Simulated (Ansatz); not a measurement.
# CoO (R-3m) in Ansatz: a series of runs, part 2 of 3

Ansatz 0.2.0.

## Step 3: Relaxation of cell and atoms, PBE, collinear spin, ferromagnetic start

input.yaml

```yaml
crystal:
  lattice:
    - [1.5054695445, 0.8691832468, 2.4399269062]
    - [-1.5054695445, 0.8691832468, 2.4399269062]
    - [0.0, -1.7383664936, 2.4399269062]
  atoms:
    - { symbol: Co, position: [0.0, 0.0, 0.0], spin: 2.0 }
    - { symbol: O, position: [0.5, 0.5, 0.5] }
hamiltonian:
  xc: pbe
  pseudopotentials: { kind: paw }
magnetization:
  spin_polarized: true
kpoints:
  mp_grid: { grid: [11, 11, 11] }
scf:
  occupations: { method: fermi_dirac, width: 0.05 }
output:
  forces: true
  stress: true
  eigenvalues: true
relax:
  f_tol: 0.01
  max_steps: 40
  cell: { stress_tol: 0.05 }
```

Potentials or basis: Ansatz PAW.

Started as:

```sh
ansatz run input.yaml --threads 2 --pin off --max-ram 5632MiB --backend cpu --events-out ev --progress --plain --runs-dir out
```

Standard output:

```text
Warning: RAYON_NUM_THREADS=2 ignored (pool sized by the plan → 2); use --threads N
Engine: ansatz 0.2.0, aarch64-unknown-linux-gnu
Pseudopotentials: kind: paw
Pseudopotential: Co, paw, valence charge 17, recommended cutoff 420 eV (normal), Co.paw.azcp
Pseudopotential: O, paw, valence charge 6, recommended cutoff 420 eV (normal), O.paw.azcp
Functional definition: PBE
  parameter kappa = 0.804
  parameter beta = 0.06672455060314922
  exchange = pbe_x(kappa = kappa, mu = beta*pi^2/3)
  correlation = pbe_c(beta = beta)
Crystal: 2 atoms, lattice volume = 19.156 Å³
Basis set: ecut = 420 eV, 339 PW (Γ), exchange–correlation on 48×48×48 points (8 copies of the dense FFT grid, shifted against one another)
Bands: 17, of which v1, the nominal top of the filled ones, is band 12 counted from 1 (11 counted from 0)
Symmetry: 12 space group operations
Space group: R-3m (ITA 166), of the structure as read, at distance tolerance 2.7e-5 Å
Magnetic group: BNS 166.97 (UNI 1327), of the structure as read, at distance tolerance 2.7e-5 Å
k-points: 146 of 1331
Non-local potential: Co, projectors of the file, l = 0: 3, l = 1: 2, l = 2: 3, l = 3: 1
Non-local potential: O, projectors of the file, l = 0: 2, l = 1: 2, l = 2: 1
PAW form: soft (Blöchl's): semilocal exchange-correlation on the pseudo side does not see the compensation charge
PAW one-centre angular grid: Co, 590 points (default); XC on 64 Gauss nodes
PAW one-centre angular grid: O, 110 points (default); XC on 64 Gauss nodes
Initial density: superposition of atomic densities (chi_scale 0.1, normalization cell, long waves kept (reshape's long-wave potential 0.00 eV rms))
Starting moments: Σ|m| = 2 μB on 1 of 2 sites
Initial wavefunctions: pseudopotential atomic-orbital guess
Functional: x = pbe(κ = 0.804, μ = 0.2195149727645171), c = pbe(β = 0.06672455060314922)
SCF iter   1: F=—  HF=-5691.163163 eV  |F-HF|=—  |Δ(HF+E_count)|=         —  Δρ=1.19e-1 (↑1.19e-1 ↓9.51e-2)  dr2=5.88e0  dr2_m=1.89e-1  M=2.147 μB ∫|m|=2.147 μB  β_m=0.30  ethr=3.10e-3  ⟨swp⟩=5.7  Hψ=21679  notcnv=0
Mixer restart at iter 1: flushing history
preconditioner: auto → none  [metal: Δε(μ)=0.002 eV  Ē_g=13.186 eV  σ=0.050 eV  W_gap=0.01  n_scr=8 (ndim 8)  ℏωp=32.9 eV  f_vac=0.000  D(μ)=5.02/eV (n_scr^D=112)  sad-step TF]
SCF iter   2: F=—  HF=-5691.640931 eV  |F-HF|=—  |Δ(HF+E_count)|=   4.78e-1  Δρ=5.65e-2 (↑5.65e-2 ↓4.53e-2)  dr2=8.38e-1  dr2_m=2.02e-1  M=2.277 μB ∫|m|=2.277 μB  β_m=0.39  ethr=3.10e-3  ⟨swp⟩=2.9  Hψ=12499  notcnv=0  defer=78
SCF iter   3: F=—  HF=-5691.969689 eV  |F-HF|=—  |Δ(HF+E_count)|=   3.29e-1  Δρ=3.38e-2 (↑2.69e-2 ↓3.38e-2)  dr2=9.35e-2  dr2_m=1.11e-1  M=2.368 μB ∫|m|=2.370 μB  β_m=0.67  ethr=3.10e-3  ⟨swp⟩=2.0  Hψ=8608  notcnv=0  defer=82
SCF iter   4: F=—  HF=-5692.122977 eV  |F-HF|=—  |Δ(HF+E_count)|=         —  Δρ=4.97e-2 (↑3.56e-2 ↓4.97e-2)  dr2=8.97e-2  dr2_m=2.98e-1  M=2.853 μB ∫|m|=2.862 μB  β_m=0.67  ethr=4.06e-4  ⟨swp⟩=3.0  Hψ=10200  notcnv=0  defer=98
Mixer restart at iter 4: flushing history
SCF iter   5: F=—  HF=-5692.139276 eV  |F-HF|=—  |Δ(HF+E_count)|=   1.63e-2  Δρ=2.16e-2 (↑2.16e-2 ↓1.19e-2)  dr2=9.82e-2  dr2_m=1.58e-2  M=2.794 μB ∫|m|=2.804 μB  β_m=0.68  ethr=3.90e-4  ⟨swp⟩=3.2  Hψ=10867  notcnv=0  defer=125
SCF iter   6: F=—  HF=-5692.152445 eV  |F-HF|=—  |Δ(HF+E_count)|=   1.32e-2  Δρ=3.61e-2 (↑1.21e-2 ↓3.61e-2)  dr2=1.99e-1  dr2_m=5.53e-2  M=2.945 μB ∫|m|=2.958 μB  β_m=0.55  ethr=3.90e-4  ⟨swp⟩=3.0  Hψ=11644  notcnv=0  defer=141
[... 151 lines left out ...]
SCF iter   3: F=—  HF=-5692.123430 eV  |F-HF|=—  |Δ(HF+E_count)|=   1.72e-5  Δρ=3.36e-6 (↑3.36e-6 ↓2.60e-6)  dr2=2.31e-9  dr2_m=2.93e-10  M=2.887 μB ∫|m|=2.903 μB  β_m=0.53  ethr=3.40e-10  ⟨swp⟩=1.9  Hψ=6803  notcnv=0
SCF iter   4: F=—  HF=-5692.123430 eV  |F-HF|=—  |Δ(HF+E_count)|=  7.69e-10  Δρ=1.33e-6 (↑5.96e-7 ↓1.33e-6)  dr2=1.27e-10  dr2_m=9.39e-11  M=2.887 μB ∫|m|=2.903 μB  β_m=0.72  ethr=1.00e-11  ⟨swp⟩=2.5  Hψ=7973  notcnv=0
SCF iter   5: F=—  HF=-5692.123430 eV  |F-HF|=—  |Δ(HF+E_count)|=   2.81e-8  Δρ=6.82e-7 (↑5.93e-7 ↓6.82e-7)  dr2=3.17e-11  dr2_m=4.42e-11  M=2.887 μB ∫|m|=2.903 μB  β_m=0.86  ethr=1.00e-12  ⟨swp⟩=2.0  Hψ=7198  notcnv=0
SCF iter   6: F=—  HF=-5692.123430 eV  |F-HF|=—  |Δ(HF+E_count)|=  9.37e-11  Δρ=4.40e-7 (↑1.92e-7 ↓4.40e-7)  dr2=2.26e-11  dr2_m=1.02e-11  M=2.887 μB ∫|m|=2.903 μB  β_m=0.93  ethr=1.00e-12  ⟨swp⟩=1.1  Hψ=5059  notcnv=0
SCF iter   7: F=—  HF=-5692.123430 eV  |F-HF|=—  |Δ(HF+E_count)|=  1.55e-11  Δρ=8.04e-8 (↑2.97e-8 ↓8.04e-8)  dr2=7.60e-13  dr2_m=3.08e-13  M=2.887 μB ∫|m|=2.903 μB  β_m=0.92  ethr=1.00e-12  ⟨swp⟩=1.6  Hψ=5505  notcnv=0
SCF iter   8: F=-5692.123430 eV  HF=-5692.123430 eV  |F-HF|=3.64e-12  |Δ(HF+E_count)|=  3.64e-12  Δρ=1.53e-7 (↑4.73e-8 ↓1.53e-7)  dr2=2.64e-12  dr2_m=1.45e-12  M=2.887 μB ∫|m|=2.903 μB  ethr=1.00e-12  ⟨swp⟩=3.0  Hψ=16928  notcnv=0
SCF 12 converged in 8 iterations: F = -5692.123430 eV  dr2 = 2.64e-12
relax step  12: F+E_penalty+E_count = -5692.12343044 eV  Δ(F+E_penalty+E_count) = -1.631e-7 eV  max|allowed force component| = 6.377e-30 eV/Å  Δτ_max = 0.0000 Å  P = +0.017 GPa  Ω = 19.037 Å³  stress off target by 4.34e-2 GPa  SCF on the basis re-selected at this cell (its energy is not comparable with the rows above)  (8 SCF iters)
basis re-selected at this cell: Δ(F+E_penalty+E_count) = -1.631e-7 eV, ΔP = -0.001 GPa vs the last step (what re-selecting the basis moved, of the pressure what is left beyond the Pulay correction that the steps carried, after the strain that the cell walked since its last selection, with what the two solves' SCF thresholds leave and, on support functions, any second-order correction that the steps lacked; it is no measure of the basis error at this ecutwfc). This SCF's stress stands 4.34e-2 GPa from its target on what of the cell is left free (relax.cell.stress_tol is 5.00e-2 GPa) and its largest allowed force component is 6.38e-30 eV/Å (relax.f_tol is 1.00e-2 eV/Å): within both
SCF converged after 8 iterations
Magnetization: 2.8866 μB (12.9433 up, 10.0567 down)
Absolute magnetization: 2.9026 μB (∫|ρ↑−ρ↓|, with the PAW one-centre terms)
Spin contamination: 0.0087 ħ² per cell (⟨S²⟩ above its minimum at these occupations)
Per-site moments (μB) at R_I (Å): [(2.460994405993791, 0.8756565181072061), (0.31089405052624236, 0.8756565181072061)]
Free energy (F): -5692.123430 eV
Harris-Foulkes:  -5692.123430 eV  (|F-HF|=3.64e-12)
Internal energy: -5692.096541 eV  (E = F + TS)
E sigma→0 (E₀):  -5692.109986 eV
Entropy (-TS):   -0.026890 eV (-13.445 meV/atom)
Fermi energy:    14.150289 eV
--- Per-component energies (eV) ---
  E_band       = -299.774132
  E_kinetic    = 618.015022
  E_local      = -3409.885914  (includes V_loc(G=0)·N_el)
  E_nonlocal   = 513.951235
  E_hartree    = 1400.460735
  E_xc         = -228.804806
  E_vxc        = -294.063504  (∫ρ·V_xc dr)
  E_paw        = -1676.834213  (= ΣΔE_a)
  E_vpaw       = -528.714796  (= ΣTr[D̂ρ^β])
  E_aug_tail   = 0.002440  (compensation charges beyond the density's cutoff)
  E_ewald      = -2909.001040
  E_smearing   = -0.026890  (= −TS)
  E_closure    = 0.000000  (closes the sum)
  Σ components = -5692.123430   (vs F -5692.123430, Δ=0.00e0)
--- Forces (eV/Å), atoms counted from 1 ---
  atom   1  Co     0.00000000     0.00000000    -0.00000000
  atom   2  O     -0.00000000    -0.00000000     0.00000000
  max |Σ_I F_I| component: 1.25e-29 eV/Å
--- Stress (GPa, compression-positive) ---
        0.043435       0.000000       0.000000
        0.000000       0.043435      -0.000000
        0.000000      -0.000000      -0.034562
  P = ⅓ Tr σ = 0.0174 GPa (0.174 kbar)
--- Band table (eV; the first three rows and the last of 292) ---
  k-point 0 ↑: bands = ["-82.7222", "-46.0233", "-46.0233", "-45.9047", "-6.1922", "10.7833", "10.7833", "10.8020", "10.8020", "10.9939", "10.9939", "11.3018", "11.3308", "15.1621", "30.8366", "31.5512", "31.5512"]
  k-point 1 ↑: bands = ["-82.7219", "-46.0257", "-46.0235", "-45.9058", "-6.1077", "9.9344", "9.9547", "10.3135", "11.0039", "11.1362", "11.4533", "11.7135", "11.9460", "15.7228", "29.0399", "31.3362", "32.7228"]
  k-point 2 ↑: bands = ["-82.7211", "-46.0324", "-46.0240", "-45.9087", "-5.8721", "8.6787", "9.2047", "9.6163", "11.1378", "11.3671", "11.6094", "12.5849", "12.7002", "16.9026", "26.9006", "30.4675", "31.9824"]
  k-point 145 ↓: bands = ["-79.6832", "-43.0560", "-43.0379", "-43.0363", "-4.1682", "6.7826", "8.9821", "9.0684", "14.1420", "14.1664", "14.4082", "16.6065", "16.9485", "19.5963", "25.2263", "26.4834", "27.1637"]
--- Relaxed structure (10 steps of the walk, 9 accepted, 2 SCFs on fresh bases) ---
  F+E_penalty+E_count = -5692.12343044 eV   max|allowed force component| = 6.377e-30 eV/Å   (the final SCF, on the basis selected at the relaxed cell)
  cell:  # Å, volume = 19.0370 Å³
    - [1.542791977638145, 0.8907313635929781, 2.3088404159422757]
    - [-1.542791977638145, 0.8907313635929781, 2.3088404159422757]
    - [-2.6126402935405115e-18, -1.7814627271859562, 2.3088404159422757]
  atoms:
    - { symbol: Co, position: [-3.5825777321191224e-37, -8.970206495639295e-37, -6.9751386097072975e-37] }
    - { symbol: O, position: [0.5, 0.5, 0.5] }
```

Wall time 55 s (2 threads of Arm Neoverse V1, shared host); peak memory 0.37 GiB.

What came out:

```
Free energy                            : -5692.1234 eV
Relaxed volume                         : 9.52 Å³/atom
Relaxed cell                           : a = 2.916 Å, b = 2.916 Å, c = 2.916 Å, α = 63.88°, β = 63.88°, γ = 63.88°
Space group after relaxing (to 0.05 Å) : R-3m (No. 166)
Energy gained by relaxing              : 3.2 meV/atom
Ionic steps                            : 11
Pressure after relaxing                : 0.0 GPa
Band gap on the k mesh                 : none (metal or under the smearing width)
Net moment                             : 2.89 μB per cell
Absolute moment                        : 2.90 μB per cell
Site moments                           : Co +2.46; O +0.31 μB
```

The path:
```tsv
step	energy change (eV)	largest force (eV/Å)	volume (Å³)
1	0.0000	0.0000	19.16
2	-0.0001	0.0000	19.15
3	-0.0009	0.0000	19.14
4	-0.0036	0.0000	19.10
5	-0.0048	0.0000	19.07
6	-0.0051	0.0000	19.04
7	-0.0052	0.0000	19.04
8	-0.0062	0.0000	19.04
9	-0.0064	0.0000	19.05
10	-0.0064	0.0000	19.04
11	-0.0064	0.0000	19.04
```

Final structure:
```
CELL_PARAMETERS angstrom
1.54279 0.89073 2.30884
-1.54279 0.89073 2.30884
0.00000 -1.78146 2.30884
ATOMIC_POSITIONS crystal
Co 0.00000 0.00000 0.00000
O 0.50000 0.50000 0.50000
```

Levels at points of the mesh, in eV from the Fermi level:
Spin up:
```csv
k point,band 10,band 11,band 12,band 13,band 14,band 15,band 16,band 17
"(0.00, 0.00, 0.00)",-3.16,-3.16,-2.85,-2.82,1.01,16.69,17.40,17.40
```
Spin down:
```csv
k point,band 6,band 7,band 8,band 9,band 10,band 11,band 12,band 13,band 14,band 15
"(0.00, 0.00, 0.00)",-2.83,-2.83,-2.27,-1.26,-1.26,-0.97,0.09,0.09,1.59,16.62
```

Caveat: the plane-wave basis is chosen anew once the cell has moved, so the energies of steps on either side of that aren't comparable; the pressure holds a Pulay correction of +0.7 GPa for the finite cutoff; a cell with one magnetic atom can't hold antiferromagnetic order, which such compounds often take; semilocal functionals often make such compounds metallic where correlation or magnetic order opens a gap, which also shifts bond lengths. With open d or f shells a metallic result of PBE can be an artefact of self-interaction; +U or a hybrid may open a gap.

(Part 2 of 3 ends here.)
